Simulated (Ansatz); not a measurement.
# Ru7 slab: levels of theory

Aim: for Ru7 slab, compare levels of theory; the runs are relaxing the atoms and single point.

Computed with Ansatz 0.2.0 (DFT PBE, scalar-relativistic, plane waves, PAW, and further levels as typed in the inputs, unless a step's input says otherwise).

## 1. Starting point

The structure is hexagonal, space group P-6m2 (No. 187). Conventional cell: a = 2.706 Å, b = 2.706 Å, c = 28.846 Å, α = 90.00°, β = 90.00°, γ = 120.00°. Around Ru (site symmetry 3m) lie 9 Ru at 2.65 to 2.71 Å. Around Ru (site symmetry 3m) lie 12 Ru at 2.65 to 2.71 Å. Ru (site symmetry -6m2) has 12 Ru at 2.65 to 2.71 Å as nearest neighbours.

Coordinates:

```cif
data_structure
_symmetry_space_group_name_H-M 'P-6m2'
_symmetry_Int_Tables_number 187
_cell_length_a 2.7060
_cell_length_b 2.7060
_cell_length_c 28.8460
_cell_angle_alpha 90.000
_cell_angle_beta 90.000
_cell_angle_gamma 120.000
_cell_volume 182.92
loop_
_atom_site_label
_atom_site_type_symbol
_atom_site_symmetry_multiplicity
_atom_site_Wyckoff_symbol
_atom_site_fract_x
_atom_site_fract_y
_atom_site_fract_z
_atom_site_occupancy
Ru1 Ru 2 g 0.00000 0.00000 0.27733 1
Ru2 Ru 2 h 0.33333 0.66667 0.35156 1
Ru3 Ru 2 g 0.00000 0.00000 0.42578 1
Ru4 Ru 1 d 0.33333 0.66667 0.50000 1
```

## 2. Relaxing the atoms: Ru7 slab, no spin

input.yaml

```yaml
crystal:
  lattice:
    - [2.706, 0.0, 0.0]
    - [1.353, 2.3434647426, 0.0]
    - [0.0, 0.0, 28.846]
  atoms:
    - { symbol: Ru, position: [0.0, 0.0, 0.2773348125] }
    - { symbol: Ru, position: [0.6666666667, 0.6666666667, 0.3515565416] }
    - { symbol: Ru, position: [0.0, 0.0, 0.4257782708] }
    - { symbol: Ru, position: [0.6666666667, 0.6666666667, 0.5] }
    - { symbol: Ru, position: [0.0, 0.0, 0.5742217292] }
    - { symbol: Ru, position: [0.6666666667, 0.6666666667, 0.6484434584] }
    - { symbol: Ru, position: [0.0, 0.0, 0.7226651875] }
scf:
  occupations: { method: gaussian, width: 0.05 }
output:
  forces: true
  stress: false
  write_density: true
  write_potential: true
  elf: true
  volumetric_format: npy
kpoints:
  mp_grid: { grid: [16, 16, 1] }
efield:
  axis: 3
  dipole_correction: true
hamiltonian:
  xc: pbe
relax:
  f_tol: 0.02
  max_steps: 120
```

Command:

```console
$ ansatz run input.yaml --threads 4 --pin off --max-ram 11264MiB --backend cpu --events-out ev --progress --plain --runs-dir out
```

Output:

```text
Warning: RAYON_NUM_THREADS=4 ignored (pool sized by the plan → 4); use --threads N
Engine: ansatz 0.2.0, aarch64-unknown-linux-gnu
Pseudopotentials: kind: paw
Pseudopotential: Ru, paw, valence charge 16, recommended cutoff 420 eV (normal), Ru.paw.azcp
Functional definition: PBE
  parameter kappa = 0.804
  parameter beta = 0.06672455060314922
  exchange = pbe_x(kappa = kappa, mu = beta*pi^2/3)
  correlation = pbe_c(beta = beta)
Crystal: 7 atoms, lattice volume = 182.924 Å³
Basis set: ecut = 420 eV, 3607 PW (Γ), exchange–correlation on 40×40×400 points (8 copies of the dense FFT grid, shifted against one another)
Bands: 68, of which v1, the nominal top of the filled ones, is band 56 counted from 1 (55 counted from 0)
Symmetry: 6 space group operations
k-points: 30 of 256 (time reversal used)
Non-local potential: Ru, projectors of the file, l = 0: 3, l = 1: 2, l = 2: 2, l = 3: 1
PAW form: soft (Blöchl's): semilocal exchange-correlation on the pseudo side does not see the compensation charge
PAW one-centre angular grid: Ru, 590 points (default); XC on 64 Gauss nodes
Initial density: superposition of atomic densities (neutral atoms: chi_scale 0, normalization atom), corrected by the library's trained network
Initial wavefunctions: pseudopotential atomic-orbital guess
Functional: x = pbe(κ = 0.804, μ = 0.2195149727645171), c = pbe(β = 0.06672455060314922)
SCF iter   1: F=—  HF=-41148.732148 eV  |F-HF|=—  |Δ(HF+E_count)|=         —  Δρ=1.30e-2  dr2=4.98e0  ethr=1.77e-3  p=0.000 e·Å  D=7.51e-14 V/Å  ΔV_dip=-0.00 eV  dr2_dipole=1.37e-5  V_vac-E_F(+/−)=4.64/4.64 eV  ⟨swp⟩=8.0  Hψ=8534  notcnv=0  defer=9
efield: sawtooth ramp at fractional position 0.9500 (placed from the atoms, in the widest stretch of the axis that holds none; the zero of the levels goes with the place), width 0.1000; the density the first Hamiltonian is built on has a dipole p = 0.000 e·Å; the dipole correction subtracts the counter field D = 7.51e-14 V/Å, which shifts the + side's vacuum level by -0.00 eV against the − side's; the planar-averaged density in the ramp window peaks in size at 3.5e-5 e/Å³
preconditioner: auto → LDOS  [metal: Δε(μ)=0.011 eV  Ē_g=4.844 eV  σ=0.050 eV  W_gap=0.12  n_scr=22 (ndim 8)  ℏωp=20.5 eV  f_vac=0.436  D(μ)=7.88/eV (n_scr^D=66)  β→1.0]
SCF iter   2: F=—  HF=-41148.683618 eV  |F-HF|=—  |Δ(HF+E_count)|=   4.85e-2  Δρ=4.51e-3  dr2=3.54e-2  ethr=1.77e-3  p=0.000 e·Å  D=3.99e-5 V/Å  ΔV_dip=-0.00 eV  dr2_dipole=1.22e-5  V_vac-E_F(+/−)=4.97/4.97 eV  ⟨swp⟩=1.1  Hψ=2372  notcnv=0  defer=10
SCF iter   3: F=—  HF=-41148.681573 eV  |F-HF|=—  |Δ(HF+E_count)|=   2.05e-3  Δρ=1.95e-3  dr2=5.37e-2  ethr=3.16e-5  p=0.000 e·Å  D=1.52e-5 V/Å  ΔV_dip=-0.00 eV  dr2_dipole=1.81e-6  V_vac-E_F(+/−)=5.01/5.01 eV  ⟨swp⟩=3.3  Hψ=4645  notcnv=0  defer=125
SCF iter   4: F=—  HF=-41148.679991 eV  |F-HF|=—  |Δ(HF+E_count)|=   1.58e-3  Δρ=3.41e-4  dr2=6.71e-4  ethr=3.16e-5  p=0.000 e·Å  D=1.30e-5 V/Å  ΔV_dip=-0.00 eV  dr2_dipole=2.67e-9  V_vac-E_F(+/−)=5.04/5.04 eV  ⟨swp⟩=1.2  Hψ=1949  notcnv=0  defer=125
SCF iter   5: F=—  HF=-41148.679911 eV  |F-HF|=—  |Δ(HF+E_count)|=   7.99e-5  Δρ=1.17e-4  dr2=2.87e-5  ethr=5.99e-7  p=0.000 e·Å  D=6.95e-6 V/Å  ΔV_dip=-0.00 eV  dr2_dipole=3.25e-8  V_vac-E_F(+/−)=5.05/5.05 eV  ⟨swp⟩=2.5  Hψ=3127  notcnv=0  defer=109
SCF iter   6: F=-41148.679911 eV  HF=-41148.679916 eV  |F-HF|=4.47e-6  |Δ(HF+E_count)|=   4.32e-6  Δρ=4.53e-5  dr2=7.40e-6  ethr=8.93e-9  p=0.000 e·Å  D=4.34e-6 V/Å  ΔV_dip=-0.00 eV  dr2_dipole=1.32e-9  V_vac-E_F(+/−)=5.05/5.05 eV  ⟨swp⟩=14.0  Hψ=21332  notcnv=0
SCF 1 converged in 6 iterations: F = -41148.679911 eV  dr2 = 7.40e-6
relax step   1: F+E_penalty+E_count = -41148.67991103 eV  Δ(F+E_penalty+E_count) = +0.000e0 eV  max|allowed force component| = 7.135e-1 eV/Å  Δτ_max = 0.0000 Å  (6 SCF iters, dr2 threshold 1.00e-5 eV, accepted)
[... 12 lines left out ...]
relax step   2: F+E_penalty+E_count = -41148.70906102 eV  Δ(F+E_penalty+E_count) = -2.915e-2 eV  max|allowed force component| = 5.630e-1 eV/Å  Δτ_max = 0.0792 Å  (6 SCF iters, dr2 threshold 3.18e-5 eV, accepted)
[... 8 lines left out ...]
relax step   3: F+E_penalty+E_count = -41148.73817471 eV  Δ(F+E_penalty+E_count) = -2.911e-2 eV  max|allowed force component| = 3.148e-2 eV/Å  Δτ_max = 0.0364 Å  (5 SCF iters, dr2 threshold 1.98e-5 eV, accepted)
[... 8 lines left out ...]
relax step   4: F+E_penalty+E_count = -41148.73830006 eV  Δ(F+E_penalty+E_count) = -1.254e-4 eV  max|allowed force component| = 9.613e-4 eV/Å  Δτ_max = 0.0022 Å  (5 SCF iters, accepted)
NSCF: frozen V_eff on 30 k-points
the band table was solved once a step of the walk had ended and its energy, with any forces and stress, was formed, with the checks that follow a solve (10064 applications of the Hamiltonian). They found nothing against the state; the energy, forces and stress were not computed again (output.eigenvalues in the input reference)
WARN: The output density's exchange-correlation potential varies sharply where the density is thin. Do not read a vacuum level from v_tot or v_xc, or from such a field of the output density. On a cell that repeats whose density bears no net charge and no dipole along the vacuum's axis use v_es (v_loc + v_h of the components); under efield.dipole_correction with no amplitude use v_es + v_field, which holds any external_charges[].barrier, or the levels of the report's work_function block, which leave it out; under a non-zero efield.amplitude the vacuum is tilted and has no level; on a cell that repeats and bears such a dipole with no correction it is tilted too, and efield.dipole_correction with no amplitude gives each side of its ramp a level where efield: is served; in a cell that repeats whose density bears a net charge (total_charge, or a fill off its count) it is curved and has none; of a slab under crystal.periodic whose density bears no net charge use v_es, which has a level on each side, short of where the two are joined; of another it falls or rises all the way out and has none; of a slab beside external_charges read slab_vacuum_level instead, which it has where they leave it neutral. The grid or the basis barely resolves most such structure, and the values can differ between equally converged runs; as a rule a tighter scf.convergence.dr2_threshold does not remove it. Where the density itself ripples (under the LDA too) a higher basis.ecutwfc lessens it. The files hold the spikes' plane waves up to the density's cutoff. Files: v_tot_of_output_density and the like, and their columns of v_z.tsv (output.write_potential); v_xc_of_output_density and the like, and their columns of v_comp_z.tsv (output.write_potential_components). Measured: with its Gaussian average of σ = 0.25 Å subtracted twice, the exchange-correlation potential is over 0.1 eV at 84 of the grid points where the equally averaged density (valence and model cores) is under 1e-3 e/Å³, and 0.935 eV at the most among them, at an averaged density of 1.3e-8 e/Å³. The input density's (outcome.potential() and, of a run that writes arrays, v_tot and v_xc) is over 0.1 eV, so measured, at 73 points of its own thin density, 0.134 eV at the most. See output.write_potential in the manual, Limitations
SCF converged after 5 iterations
Free energy (F): -41148.738300 eV
Harris-Foulkes:  -41148.738300 eV  (|F-HF|=1.56e-8)
Internal energy: -41148.731196 eV  (E = F + TS)
E sigma→0 (E₀):  -41148.734748 eV
Entropy (-TS):   -0.007104 eV (-1.015 meV/atom)
Fermi energy:    9.882918 eV
Dipole field:    D = 0.000002 V/Å  (p = 0.000002 e·Å, saw-weighted, corrected)
Work function:   Φ+ = 4.9937 eV   Φ− = 4.9937 eV
Levels:          The Fermi level and band energies are counted from a zero that moves with the ramp; work functions are not
--- Per-component energies (eV) ---
  E_band       = -1890.935772
  E_kinetic    = 3596.952159
  E_local      = -210889.177098  (includes V_loc(G=0)·N_el)
  E_nonlocal   = 2402.894593
  E_hartree    = 103111.085794
  E_xc         = -1331.501992
  E_vxc        = -1671.316660  (∫ρ·V_xc dr)
  E_paw        = -24225.606764  (= ΣΔE_a)
  E_vpaw       = -1552.497505  (= ΣTr[D̂ρ^β])
  E_aug_tail   = -0.001327  (compensation charges beyond the density's cutoff)
  E_efield     = 0.000000  (sawtooth field / dipole correction)
  E_vefield    = 0.000000  (∫n·V_field dr)
  E_ewald      = 86186.623438
  E_smearing   = -0.007104  (= −TS)
  E_closure    = -0.000000  (closes the sum)
  Σ components = -41148.738300   (vs F -41148.738300, Δ=0.00e0)
--- Forces (eV/Å), atoms counted from 1 ---
  atom   1  Ru     0.00000000    -0.00000000    -0.00083463
  atom   2  Ru     0.00000000    -0.00000000     0.00049380
  atom   3  Ru     0.00000000     0.00000000    -0.00095459
  atom   4  Ru     0.00000000    -0.00000000    -0.00000413
  atom   5  Ru    -0.00000000     0.00000000     0.00096120
  atom   6  Ru     0.00000000    -0.00000000    -0.00049422
  atom   7  Ru     0.00000000    -0.00000000     0.00083153
  max |Σ_I F_I| component: 1.03e-6 eV/Å
--- Band table (eV; the first three rows and the last of 30) ---
  k-point 0: bands = ["-63.3544", "-63.3532", "-63.2012", "-63.1519", "-63.0644", "-62.8683", "-62.8683", "-33.7361", "-33.6668", "-33.3942", "-33.1014", "-32.9163", "-32.9163", "-32.9156", "-32.9156", "-32.8121", "-32.7642", "-32.7642", "-32.7243", "-32.7243", "-32.6744", "-32.6487", "-32.6487", "-32.6213", "-32.4412", "-32.4412", "-32.4412", "-32.4412", "2.0820", "2.5706", "3.3351", "3.7557", "3.8003", "4.0938", "4.1363", "7.0038", "7.0038", "7.0507", "7.0507", "7.0964", "7.1497", "7.1497", "7.1533", "7.2648", "7.2648", "7.4029", "7.5646", "7.5850", "7.5850", "7.7676", "7.7676", "7.9183", "7.9183", "8.1865", "8.7646", "8.7646", "9.2285", "9.2285", "9.4033", "9.8584", "9.8584", "10.4611", "10.4611", "10.6085", "10.8956", "10.8956", "11.0513", "11.0513"]
[... 3 lines left out ...]
--- Relaxed structure (4 steps of the walk, 4 accepted, 0 SCFs on fresh bases) ---
  F+E_penalty+E_count = -41148.73830006 eV   max|allowed force component| = 9.613e-4 eV/Å
  atoms:
    - { symbol: Ru, position: [1.960383398942666e-18, 1.6155859304851598e-27, 0.27876932260131715] }
    - { symbol: Ru, position: [0.6666666666666667, 0.6666666666666666, 0.3504240303377778] }
    - { symbol: Ru, position: [-8.203220446940061e-19, 1.6155874097775302e-27, 0.4251780003307802] }
    - { symbol: Ru, position: [0.6666666666666667, 0.6666666666666666, 0.5000000064282969] }
    - { symbol: Ru, position: [8.20301626183527e-19, 1.615587409803126e-27, 0.574821984725615] }
    - { symbol: Ru, position: [0.6666666666666667, 0.6666666666666666, 0.6495759713835279] }
    - { symbol: Ru, position: [-1.960374111113761e-18, 1.615588012474711e-27, 0.7212306841926853] }
```

It took 30 s on 4 threads of Arm Neoverse V2, shared host; peak memory 0.78 GiB.

The steps of the relaxation:

```csv
step,E - E(step 1) (eV/cell),largest force component (eV/Å)
1,0.0000,0.7135
2,-0.0292,0.5630
3,-0.0583,0.0315
4,-0.0584,0.0010
```

Step 1 is the start.

A dipole layer in the vacuum cancels the field that periodic copies would set up if the slab's two faces differ.

Density in a lattice plane of the grid's cell (edges 2.71 and 28.85 Å, at 0.000 of the third edge), which holds Ru.

Values in e/Å³, 12 rows by 6 columns:
```
0.00 0.00 0.00 0.00 0.00 0.00
0.00 0.00 0.00 0.00 0.00 0.00
1.68 0.89 0.28 0.18 0.28 0.89
0.32 0.37 0.64 0.96 0.64 0.37
9.35 6.03 1.04 0.36 1.04 6.03
0.30 0.41 1.07 1.99 1.07 0.41
9.35 6.03 1.04 0.36 1.04 6.03
0.32 0.37 0.64 0.96 0.64 0.37
1.68 0.89 0.28 0.18 0.28 0.89
0.00 0.00 0.00 0.00 0.00 0.00
0.00 0.00 0.00 0.00 0.00 0.00
0.00 0.00 0.00 0.00 0.00 0.00
```
Columns run along the first of these edges and rows up along the second, over one cell in 6 and 12 even steps from the bottom left corner. Atoms in the plane (fractional): Ru at (0.00, 0.28), Ru at (1.00, 0.43), Ru at (0.00, 0.57), Ru at (1.00, 0.72).

ELF in the same plane.

Ten even steps from '0' (0.00) to '9' (0.59):
```
000000
000000
000000
001110
753535
984448
436863
964546
974547
545854
974547
964546
436863
984448
753535
001110
000000
000000
000000
000000
```
Columns run along the first of these edges and rows up along the second, over one cell in 6 and 20 even steps from the bottom left corner. Atoms in the plane (fractional): Ru at (0.00, 0.28), Ru at (1.00, 0.43), Ru at (0.00, 0.57), Ru at (1.00, 0.72).

Both are smooth fields of the valence electrons: close to the nuclei they are not physical.

## 3. Single point: LDA

It takes the final geometry of step 2.

input.yaml

```yaml
crystal:
  lattice:
    - [2.706, 0.0, 0.0]
    - [1.353, 2.3434647426, 0.0]
    - [0.0, 0.0, 28.846]
  atoms:
    - { symbol: Ru, position: [0.0, 0.0, 0.2787693226] }
    - { symbol: Ru, position: [0.6666666667, 0.6666666667, 0.3504240303] }
    - { symbol: Ru, position: [0.0, 0.0, 0.4251780003] }
    - { symbol: Ru, position: [0.6666666667, 0.6666666667, 0.5000000064] }
    - { symbol: Ru, position: [0.0, 0.0, 0.5748219847] }
    - { symbol: Ru, position: [0.6666666667, 0.6666666667, 0.6495759714] }
    - { symbol: Ru, position: [0.0, 0.0, 0.7212306842] }
scf:
  occupations: { method: gaussian, width: 0.05 }
output: {}
kpoints:
  mp_grid: { grid: [16, 16, 1] }
efield:
  axis: 3
  dipole_correction: true
hamiltonian:
  xc: lda
```

Command:

```console
$ ansatz run input.yaml --threads 4 --pin off --max-ram 11264MiB --backend cpu --events-out ev --progress --plain --runs-dir out
```

Output, shortened:

```text
Warning: RAYON_NUM_THREADS=4 ignored (pool sized by the plan → 4); use --threads N
[...]
[... 2 set-up lines as earlier in the session ...]
Functional definition: SPW92
[...]
Crystal: 7 atoms, lattice volume = 182.924 Å³
Basis set: ecut = 420 eV, 3607 PW (Γ)
Bands: 68, of which v1, the nominal top of the filled ones, is band 56 counted from 1 (55 counted from 0)
[... 1 set-up line as earlier in the session ...]
k-points: 30 of 256 (time reversal used)
[...]
SCF iter   1: F=—  HF=-40305.428739 eV  |F-HF|=—  |Δ(HF+E_count)|=         —  Δρ=1.27e-2  dr2=3.62e0  ethr=1.77e-3  p=-0.000 e·Å  D=-7.04e-9 V/Å  ΔV_dip=0.00 eV  dr2_dipole=3.09e-5  V_vac-E_F(+/−)=4.76/4.76 eV  ⟨swp⟩=8.1  Hψ=8734  notcnv=0  defer=8
[...]
SCF iter   9: F=-40305.362463 eV  HF=-40305.362463 eV  |F-HF|=6.36e-8  |Δ(HF+E_count)|=   4.38e-7  Δρ=2.55e-6  dr2=3.41e-8  ethr=8.93e-11  p=-0.000 e·Å  D=-2.44e-8 V/Å  ΔV_dip=0.00 eV  dr2_dipole=1.07e-12  V_vac-E_F(+/−)=5.36/5.36 eV  ⟨swp⟩=2.8  Hψ=4334  notcnv=0
[...]
SCF converged after 9 iterations
Free energy (F): -40305.362463 eV
[...]
E sigma→0 (E₀):  -40305.358963 eV
Entropy (-TS):   -0.007000 eV (-1.000 meV/atom)
Fermi energy:    9.546765 eV
Dipole field:    D = -0.000001 V/Å  (p = -0.000001 e·Å, saw-weighted, corrected)
Work function:   Φ+ = 5.3556 eV   Φ− = 5.3555 eV
Levels:          The Fermi level and band energies are counted from a zero that moves with the ramp; work functions are not
[...]
```

It took 7.3 s on 4 threads of Arm Neoverse V2, shared host; peak memory 0.65 GiB.

## 4. Single point: r2SCAN

It takes the final geometry of step 2.

input.yaml, as its differences from that of step 3:

```diff
@@ -22,2 +22,2 @@
 hamiltonian:
-  xc: lda
+  xc: r2scan
```

Command:

```console
$ ansatz run input.yaml --threads 4 --pin off --max-ram 11264MiB --backend cpu --events-out ev --progress --plain --runs-dir out
```

Output, shortened:

```text
Warning: RAYON_NUM_THREADS=4 ignored (pool sized by the plan → 4); use --threads N
[...]
[... 1 set-up line as earlier in the session ...]
Pseudopotential: Ru, paw, valence charge 16, recommended cutoff 500 eV (meta_gga), Ru.paw.azcp
Functional definition: r2SCAN
[...]
Crystal: 7 atoms, lattice volume = 182.924 Å³
Basis set: ecut = 500 eV, 4581 PW (Γ), exchange–correlation on 80×80×864 points (64 copies of the dense FFT grid, shifted against one another)
Bands: 68, of which v1, the nominal top of the filled ones, is band 56 counted from 1 (55 counted from 0)
[... 1 set-up line as earlier in the session ...]
k-points: 30 of 256 (time reversal used)
[...]
SCF iter   1: F=—  HF=-41232.643871 eV  |F-HF|=—  |Δ(HF+E_count)|=         —  Δρ=1.36e-2  dr2=3.31e0  dr2_τ=7.53e-2  ethr=1.77e-3  p=-0.000 e·Å  D=-7.05e-9 V/Å  ΔV_dip=0.00 eV  dr2_dipole=1.07e-6  V_vac-E_F(+/−)=4.60/4.60 eV  ⟨swp⟩=8.0  Hψ=8524  notcnv=0  defer=9
[...]
SCF iter   9: F=-41232.683569 eV  HF=-41232.683569 eV  |F-HF|=3.15e-9  |Δ(HF+E_count)|=   1.37e-7  Δρ=2.84e-6  dr2=2.48e-8  dr2_τ=2.22e-9  ethr=8.93e-11  p=-0.000 e·Å  D=-1.19e-7 V/Å  ΔV_dip=0.00 eV  dr2_dipole=3.92e-12  V_vac-E_F(+/−)=5.00/5.00 eV  ⟨swp⟩=1.9  Hψ=5570  notcnv=0
[...]
SCF converged after 9 iterations
Free energy (F): -41232.683569 eV
[...]
E sigma→0 (E₀):  -41232.680041 eV
Entropy (-TS):   -0.007055 eV (-1.008 meV/atom)
Fermi energy:    9.812722 eV
Dipole field:    D = -0.000003 V/Å  (p = -0.000003 e·Å, saw-weighted, corrected)
Work function:   Φ+ = 4.9961 eV   Φ− = 4.9960 eV
Levels:          The Fermi level and band energies are counted from a zero that moves with the ramp; work functions are not
[...]
```

It took 15 s on 4 threads of Arm Neoverse V2, shared host; peak memory 1 GiB.

## 5. Results

```
step   level  energy (eV)  gap on the mesh (eV)   time
   2     PBE   -41148.735                  0.00   30 s
   3     LDA   -40305.359                   n/a  7.3 s
   4  r2SCAN   -41232.680                   n/a   15 s
```

Totals of different systems or levels have different zeros; only balanced differences at one level mean anything.

The rows set the runs side by side; convergence of the settings was not tested in this session.
